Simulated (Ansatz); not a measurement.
Input and command of a plane-wave DFT calculation in Ansatz:

```yaml
crystal:
  lattice:
    - [-4.0071000518, -4.0071000518, 4.0071000518]
    - [-4.0071000518, 4.0071000518, -4.0071000518]
    - [4.0071000518, -4.0071000518, -4.0071000518]
  atoms:
    - { symbol: Li, position: [0.749590941, 0.0316711111, 0.2528647088] }
    - { symbol: Li, position: [1.0312515373, 0.7495395788, 0.2526146909] }
    - { symbol: Li, position: [0.2533530343, 0.4976907629, 0.2510551854] }
    - { symbol: Li, position: [0.7500254298, 0.2531430766, -0.0016144184] }
    - { symbol: Li, position: [0.4976702013, 0.2534054676, 0.2510671229] }
    - { symbol: Li, position: [0.9940804889, 0.9941154955, 1.003107544] }
    - { symbol: Li, position: [0.2531362316, 0.7500358791, -0.0016166218] }
    - { symbol: Li, position: [0.749989365, 0.5055926845, 0.7589975877] }
    - { symbol: Li, position: [0.4695701114, 0.4695072184, -0.0283573531] }
    - { symbol: Li, position: [0.9946414644, 0.246791841, 0.7479998742] }
    - { symbol: Li, position: [0.2467981179, -0.0053965206, 0.7479637028] }
    - { symbol: Li, position: [0.7499853997, 0.7499882927, 0.4971192998] }
    - { symbol: Li, position: [0.5056434223, 0.7499525938, 0.7590108564] }
    - { symbol: Li, position: [1.0022775738, 0.5055306543, 0.5034706539] }
    - { symbol: Li, position: [0.2465847453, 0.2465713683, 0.4949889329] }
    - { symbol: Li, position: [0.5054539432, 0.0022466138, 0.5035043869] }
    - { symbol: H, position: [0.5034060806, 0.7501967407, 0.2486564063] }
    - { symbol: H, position: [0.7502172223, 0.503107587, 0.248776181] }
    - { symbol: H, position: [0.0023378238, 0.2592830775, 0.2537777024] }
    - { symbol: H, position: [0.4974912649, 0.0070375171, 0.0014290889] }
    - { symbol: H, position: [0.2593484734, 0.002290033, 0.2538097679] }
    - { symbol: H, position: [0.7511994422, 0.7516944803, 0.1465928208] }
    - { symbol: H, position: [0.0071050695, 0.4974894177, 0.0014327539] }
    - { symbol: H, position: [0.4929806134, 0.2404678237, 0.7443361184] }
    - { symbol: H, position: [0.245361987, 0.2453252711, -0.0026603806] }
    - { symbol: H, position: [0.750010635, 0.0017738524, 0.7489263182] }
    - { symbol: H, position: [0.0018559263, 0.7500117073, 0.7489448146] }
    - { symbol: H, position: [0.4981597107, 0.4981713828, 0.4972568374] }
    - { symbol: H, position: [0.2404736025, 0.4929156745, 0.7443241965] }
    - { symbol: H, position: [0.7499675562, 0.2549291949, 0.5023498452] }
    - { symbol: H, position: [-0.0036537296, -0.0036727289, 0.4947944212] }
    - { symbol: H, position: [0.2548782294, 0.7499346429, 0.5022445859] }
    - { symbol: O, position: [0.7498974865, 0.7497947207, 1.0043016046] }
basis:
  ecutwfc: 420
  xc_grid: 2
kpoints:
  mp_grid: { grid: [2, 2, 2], shift: [0.5, 0.5, 0.5] }
hamiltonian:
  xc: pbe
scf:
  occupations: { method: gaussian, width: 0.02 }
output:
  forces: true
neb:
  images: 5
  f_tol: 0.05
  max_iterations: 70
  order_check: false
  final_atoms:
    - { symbol: Li, position: [0.7468637684, 0.0016166218, 0.2499641209] }
    - { symbol: Li, position: [0.9687484627, 0.7473853091, 0.2504604212] }
    - { symbol: Li, position: [0.2500146003, 0.5028807002, 0.2500117073] }
    - { symbol: Li, position: [0.7532018821, 0.2520362972, 0.0053965206] }
    - { symbol: Li, position: [0.4943565777, 0.2409891436, 0.2500474062] }
    - { symbol: Li, position: [1.0059195111, 0.996892456, 1.0058845045] }
    - { symbol: Li, position: [0.250409059, 0.7471352912, -0.0316711111] }
    - { symbol: Li, position: [0.7534152547, 0.5050110671, 0.7534286317] }
    - { symbol: Li, position: [0.4945460568, 0.4964956131, -0.0022466138] }
    - { symbol: Li, position: [1.0053585356, 0.2520001258, 0.753208159] }
    - { symbol: Li, position: [0.2499745702, 0.0016144184, 0.7468569234] }
    - { symbol: Li, position: [0.7466469657, 0.7489448146, 0.5023092371] }
    - { symbol: Li, position: [0.5023297987, 0.7489328771, 0.7465945324] }
    - { symbol: Li, position: [0.9977224262, 0.4965293461, 0.4944693457] }
    - { symbol: Li, position: [0.250010635, 0.2410024123, 0.4944073155] }
    - { symbol: Li, position: [0.5304298886, 0.0283573531, 0.5304927816] }
    - { symbol: H, position: [0.4965939194, 0.7513435937, 0.2498032593] }
    - { symbol: H, position: [0.7451217706, 0.4977554141, 0.2500653571] }
    - { symbol: H, position: [-0.0018559263, 0.2510551854, 0.2499882927] }
    - { symbol: H, position: [0.5025087351, -0.0014290889, -0.0070375171] }
    - { symbol: H, position: [0.2488005578, -0.1465928208, 0.2483055197] }
    - { symbol: H, position: [0.7406515266, 0.7461902321, -0.002290033] }
    - { symbol: H, position: [0.0036537296, 0.5052055788, 0.0036727289] }
    - { symbol: H, position: [0.5070193866, 0.2556638816, 0.7595321763] }
    - { symbol: H, position: [0.249989365, 0.2510736818, -0.0017738524] }
    - { symbol: H, position: [0.754638013, 0.0026603806, 0.7546747289] }
    - { symbol: H, position: [-0.0023378238, 0.7462222976, 0.7407169225] }
    - { symbol: H, position: [0.5018402893, 0.5027431626, 0.5018286172] }
    - { symbol: H, position: [0.2500324438, 0.4976501548, 0.7450708051] }
    - { symbol: H, position: [0.7595263975, 0.2556758035, 0.5070843255] }
    - { symbol: H, position: [-0.0071050695, -0.0014327539, 0.5025105823] }
    - { symbol: H, position: [0.2497827777, 0.751223819, 0.496892413] }
    - { symbol: O, position: [1.2501025135, 0.9956983954, 1.2502052793] }
```

```bash
ansatz run input.yaml --threads 4 --pin off --max-ram 8192MiB --backend cpu --events-out ev --progress --plain --runs-dir out
```

Processor: Arm Neoverse V2, 4 threads, on a host shared with other jobs.

Question: How long does it run, and how much memory does it take?

Answer: About 2.7 min on 4 threads of Arm Neoverse V2, with other jobs on the host, peak memory 1.1 GiB. It solves 68 bands at 4 k points (the mesh reduced by the symmetry that the task leaves, which can be less than the crystal's) with about 5017 plane waves, in 472 SCF iterations.
